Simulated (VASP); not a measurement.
Runs of VASP 6.6.1 on Si2Mo. Symmetry: I4/mmm, No. 139, tetragonal system. Conventional cell: a = 3.200 Å, b = 3.200 Å, c = 7.861 Å, α = 90.00°, β = 90.00°, γ = 90.00°. Around Mo (site symmetry 4/mmm) lie 10 Si at 2.62 Å. Si (site symmetry 4mm) is surrounded by 5 Si at 2.61 to 2.63 Å and 5 Mo at 2.62 Å. 

| task | level | potentials or basis | spin | k mesh | cutoff (eV) | smearing | mesh quality | gap on the mesh (eV) | pressure (GPa) | largest force (eV/Å) |
| --- | --- | --- | --- | --- | --- | --- | --- | --- | --- | --- |
| single point | PBE | VASP PAW PBE potentials, release 64 (Mo_sv_GW, Si_GW) | off | 12 × 12 × 12 | 550 | gaussian 0.1 eV | not flagged | none | 1.9 | (b) |
| single point | PBE | VASP PAW PBE potentials, release 64 (Mo_sv_GW, Si_GW) | off | 6 × 6 × 6 | 500 | gaussian 0.02 eV | coarse | none | 1.6 | 0.26 |
| single point | PBEsol | VASP PAW PBE potentials, release 64 (Mo_sv_GW, Si_GW) | off | 12 × 12 × 12 | 550 | gaussian 0.05 eV | not flagged | none | -2.9 | 0.32 |
| single point | PBE | VASP PAW PBE potentials, release 64 (Mo_sv, Si) | off | 12 × 12 × 12 | 520 | fermi-dirac 0.05 eV | not flagged | none | 2.4 | 0.27 |
| single point | PBE | VASP PAW PBE potentials, release 64 (Mo_sv_GW, Si_GW) | off | 6 × 6 × 6 | 450 | gaussian 0.02 eV | coarse | none | 1.7 | 0.26 |
| single point | PBE | VASP PAW PBE potentials, release 64 (Mo_sv_GW, Si_GW) | off | 5 × 5 × 5 | 500 | gaussian 0.02 eV | coarse | none | 1.7 | (a) |

Alike in all rows: cell as given.

**Question.** Fill in the values left out.

**Answer.** (a) 0.24; (b) 0.28.

Caveats: some runs use coarse meshes; the PAW data sets were made with another functional, which shifts forces and pressure a little (some runs).

A k mesh can miss the band edges, and the runs leave out spin-orbit coupling on Mo.

A gap of «none» marks a metal or a gap under the smearing width.

Not every run made on this cell is shown here.
